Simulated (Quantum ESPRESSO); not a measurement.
Runs of Quantum ESPRESSO 7.5 on Bi. It takes space group Im-3m (No. 229, cubic). Conventional cell: a = 3.963 Å, b = 3.963 Å, c = 3.963 Å, α = 90.00°, β = 90.00°, γ = 90.00°. Around Bi (site symmetry m-3m) lie 8 Bi at 3.43 Å. This isn't the form of Bi at room conditions, which is rhombohedral.

| task | level | potentials or basis | cell | k mesh | cutoff (eV) | form of the LDA correlation | SCF threshold | symmetry | gap on the mesh (eV) | pressure (GPa) | V0 of scaled cells (Å³/atom) | B0 (GPa) |
| --- | --- | --- | --- | --- | --- | --- | --- | --- | --- | --- | --- | --- |
| equation of state | LDA | PseudoDojo 0.4.1 SR LDA standard | as given | 9 × 9 × 9 | 952 | PW92 | 2e-10 Ry | - | - | - | 29.39 | (b) |
| single point | PBEsol | PseudoDojo 0.4.1 SR PBEsol standard | as given | 9 × 9 × 9 | 898 | - | 2e-10 Ry | - | none | -2.0 | - | - |
| equation of state | r2SCAN | SG15 PBE 1.2 | as given | 7 × 7 × 7 | 898 | - | 1e-08 Ry | off | - | - | 30.91 | 60 |
| single point | PBEsol | PseudoDojo 0.4.1 SR PBEsol standard | cell strained at random at fixed volume | 9 × 9 × 9 | 898 | - | 2e-10 Ry | - | none | -1.9 | - | - |
| equation of state | PBEsol | PseudoDojo 0.4.1 SR PBEsol standard | as given | 9 × 9 × 9 | 898 | - | 2e-10 Ry | - | - | - | 30.08 | (a) |
| band structure | PBEsol | PseudoDojo 0.4.1 SR PBEsol standard | as given | 9 × 9 × 9 | 898 | - | 2e-10 Ry | - | none | -2.0 | - | - |

Alike in all rows: no spin polarisation; smearing fermi-dirac 0.05 eV.

Problem. Fill in the values left out.

Solution. (a) 61; (b) 66.

Caveats: spin-orbit coupling is left out, which moves the levels of the heavy elements; the potentials were made for another functional, which shifts forces and pressure (some runs).

A k mesh can miss the band edges, and the runs leave out spin-orbit coupling on Bi.

A gap of «none» marks a metal or a gap under the smearing width.
